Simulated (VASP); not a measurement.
Wanted: the native input for a VASP 6.6.1 run.

* Task: relaxation of cell and atoms
* Functional: BLYP
* Dispersion: D3
* Potentials or basis: VASP PAW PBE potentials, release 64 (Si, C)
* Cutoff: 600 eV
* k mesh: 10 × 10 × 3
* Occupations: fermi-dirac, width 0.05 eV
* Spin: no spin polarisation
* Further INCAR settings: ALGO = Normal; EDIFF = 1e-07; IBRION = 2; EDIFFG = -0.01; NSW = 60; ISIF = 3

The structure of SiC lies in POSCAR:

```
SiC
1.0
    3.0756941497      0.0000000000      0.0000000000
   -1.5378470748      2.6636292679      0.0000000000
    0.0000000000      0.0000000000     10.0706464800
Si C
4 4
Direct
    0.0000000000      0.0000000000      0.1878943800
    0.0000000000      0.0000000000      0.6878943800
    0.3333333333      0.6666666667      0.4378419800
    0.6666666667      0.3333333333      0.9378419800
    0.0000000000      0.0000000000      0.0004600500
    0.0000000000      0.0000000000      0.5004600500
    0.3333333333      0.6666666667      0.2498025900
    0.6666666667      0.3333333333      0.7498025900
```

The cell is a database's computed one.

One way to write it, as run:

INCAR

```
SYSTEM = SiC
PREC     = Accurate       ! precision mode
ENCUT    = 600            ! plane-wave cutoff, eV
EDIFF    = 1E-7           ! SCF threshold, eV
ISMEAR   = -1             ! smearing method
SIGMA    = 0.05           ! smearing width, eV
LREAL    = .False.        ! projectors in reciprocal space
LASPH    = .True.         ! aspherical terms in the spheres
NELM     = 60             ! most SCF steps
ALGO     = Normal         ! electronic algorithm
ISIF     = 3              ! what is computed and relaxed
LWAVE    = .False.        ! write WAVECAR
LCHARG   = .False.        ! write CHGCAR
GGA      = B5             ! functional
ALDAX    = 1.0          
AGGAX    = 1.0          
AGGAC    = 1.0          
ALDAC    = 0.0          
IVDW     = 11             ! dispersion correction
VDW_S6   = 1.0          
VDW_S8   = 1.682        
VDW_SR   = 1.094        
VDW_SR8  = 1.0          
IBRION   = 2              ! ionic algorithm
NSW      = 60             ! ionic steps
EDIFFG   = -0.01          ! ionic threshold
```

KPOINTS

```
Automatic mesh
0
Gamma
  10 10 3
  0 0 0
```

Potentials or basis: VASP PAW PBE potentials, release 64 (Si, C).

Run with:

```console
$ cat potpaw_PBE.64/Si/POTCAR potpaw_PBE.64/C/POTCAR > POTCAR
$ mpirun -np 1 vasp_std > vasp.out
```

Results of the run:

| Property | Result |
| --- | --- |
| Relaxed volume | 10.58 Å³/atom |
| Relaxed cell | a = 3.102 Å, b = 3.102 Å, c = 10.154 Å, α = 90.00°, β = 90.00°, γ = 120.00° |
| Space group after relaxing (to 0.05 Å) | P6_3mc (No. 186) |
| Energy gained by relaxing | 4.3 meV/atom |
| Ionic steps | 3 |
| Pressure after relaxing | 0.0 GPa |
| Largest force after relaxing | 0.009 eV/Å |
| Band gap on the k mesh | 2.53 eV, indirect (least direct gap 3.64 eV) |
| Dispersion energy per atom | -0.259 eV |

Caveat: the PAW data sets were made with another functional, which shifts forces and pressure a little; an odd mesh through Γ misses points on the zone boundary, where band edges often lie.

It took 3.3 min on 1 thread of AMD EPYC 7R13 Processor (Zen 3) (shared host), peak memory 0.24 GiB.
